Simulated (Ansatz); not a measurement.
AlP: all-electron results

```
Al P
1.0
     0.00000    2.72550    2.72550
     2.72550    0.00000    2.72550
     2.72550    2.72550    0.00000
Al P
1 1
Direct
  0.00000 0.00000 0.00000
  0.75000 0.75000 0.75000
```

Atom numbers follow the list: Al1, P2.

The cell is COD entry 9008831, as deposited and not checked against the literature; nothing was relaxed. It is an old determination, and later ones may differ.

Levels of theory: DFT, PBE, all-electron LAPW, scalar-relativistic (Ansatz 0.2.0); DFT, PBE, PAW with Ansatz's default frozen-core files, scalar-relativistic (Ansatz 0.2.0).

For LAPW: a Γ-centred 12×12×12 k mesh, Fermi–Dirac smearing of 0.03 eV, basis error target 0.5 meV/atom, no spin polarisation. PAW takes a cutoff of 420 eV at this cell. The Ansatz runs share mesh, smearing and spin set-up. Values come from LAPW unless marked.

```json
{
 "Pressure at this cell": "2.68 GPa",
 "Band gap": "1.57 eV, indirect from Γ to X (-0.5, -0.5, 0)",
 "Smallest direct gap on the path": "3.34 eV",
 "Löwdin charges (with 0.06 e of the cell spilling out of the atomic basis, so their sizes and signs hang on that basis)": "Al1 0.37, P2 -0.31 e",
 "Bader charges (from the PAW run)": "Al1 +2.11, P2 -2.11 e",
 "Volume per atom": "20.25 Å³"
}
```
